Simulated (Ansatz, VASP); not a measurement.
**One calculation of ZrB2, two programs**

INCAR

```
  PREC = Accurate
  ENCUT = 520
  EDIFF = 1E-8
  ISMEAR = -1
  SIGMA = 0.05
  LREAL = F
  LASPH = T
  NELM = 100
  ALGO = Normal
  ISIF = 2
  LWAVE = F
  LCHARG = F
  GGA = CA
  LEFG = T
  NBANDS = 16
```

Contents of KPOINTS:

```
Automatic mesh
0
Gamma
  12 12 9
```

Contents of POSCAR:

```
ZrB2
1.0
    3.1755148523      0.0000000000      0.0000000000
   -1.5877574262      2.7500765323      0.0000000000
    0.0000000000      0.0000000000      3.5316944381
Zr B
1 2
Direct
    0.0000000000      0.0000000000      0.0000000000
    0.3333333333      0.6666666667      0.5000000000
    0.6666666667      0.3333333333      0.5000000000
```

Input for Ansatz:

```yaml
crystal:
  lattice:
    - [3.1755148523, 0.0, 0.0]
    - [-1.5877574262, 2.7500765323, 0.0]
    - [0.0, 0.0, 3.5316944381]
  atoms:
    - { symbol: Zr, position: [0.0, 0.0, 0.0] }
    - { symbol: B, position: [0.3333333333, 0.6666666667, 0.5] }
    - { symbol: B, position: [0.6666666667, 0.3333333333, 0.5] }
kpoints:
  mp_grid: { grid: [12, 12, 9] }
scf:
  occupations: { method: fermi_dirac, width: 0.05 }
hamiltonian:
  xc: lda
  pseudopotentials: { kind: all_electron, datasets: crystal }
output:
  forces: true
  stress: true
  eigenvalues: true
  efg: { contact_densities: true }
```

Change from the starting cell: volume scaled by 1.01, crystal datasets.

Alike in both runs: task electric field gradients; functional LDA; k mesh 12 × 12 × 9; occupations fermi-dirac, width 0.05 eV; no spin polarisation.

|  | VASP | Ansatz |
| --- | --- | --- |
| version | VASP 6.6.1 | Ansatz 0.2.0 |
| potentials or method | VASP PAW LDA potentials, release 64 (Zr_sv, B) | all-electron PAW with datasets made for the crystal, scalar-relativistic |
| plane-wave cutoff (eV) | 520 | see its input |

Ansatz gave:

* pressure (GPa): -9.5
* largest component of the traceless stress (GPa): 0.97
* Vzz of the field gradient on the site that differs most (V/Å²): 47.7

Question: What did VASP give for the same quantities?

Answer: Pressure (GPa): -9.1; largest component of the traceless stress (GPa): 0.97; Vzz of the field gradient on the site that differs most (V/Å²): 44.7.

Ansatz ran all-electron here, so the differences hold the error of VASP's frozen core and of both bases. Ansatz warned: «gradients_without_spin_orbit».
